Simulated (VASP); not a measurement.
A run of VASP 6.6.1 is set up as follows.

Contents of INCAR:

```
SYSTEM = Mg2Ge
ALGO = Normal
EDIFF = 1E-7
EDIFFG = -0.005
ENCUT = 600
GGA = PS
IBRION = 2
ISIF = 3
ISMEAR = 0
LASPH = .TRUE.
LCHARG = .FALSE.
LREAL = .FALSE.
LWAVE = .FALSE.
NELM = 80
NSW = 100
PREC = Accurate
SIGMA = 0.01
```

Contents of KPOINTS:

```
k-points
0
G
  10 10 10
  0 0 0
```

File POSCAR:

```
Mg2Ge
1.0
    0.0000000000      3.1890000000      3.1890000000
    3.1890000000      0.0000000000      3.1890000000
    3.1890000000      3.1890000000      0.0000000000
Mg Ge
2 1
Direct
    0.2500000000      0.2500000000      0.2500000000
    0.7500000000      0.7500000000      0.7500000000
    0.0000000000      0.0000000000      0.0000000000
```

Potentials or basis: VASP PAW PBE potentials, release 64 (Mg, Ge_d).

Command:

```sh
$ cat potpaw_PBE.64/Mg/POTCAR potpaw_PBE.64/Ge_d/POTCAR > POTCAR
$ mpirun -np 1 vasp_std > vasp.out
```

Q: What does it give for the band gap on the k mesh?

A: 0.08 eV, indirect (least direct gap 1.05 eV).

Q: Predict the relaxed volume.

A: 21.44 Å³/atom.

Final structure:
```
Mg Ge
1.0
     0.00000    3.18009    3.18009
     3.18009    0.00000    3.18009
     3.18009    3.18009    0.00000
Mg Ge
2 1
Direct
  0.25000 0.25000 0.25000
  0.75000 0.75000 0.75000
  0.00000 0.00000 0.00000
```

Caveat: the PAW data sets were made with another functional, which shifts forces and pressure a little. A k mesh can miss the band edges.
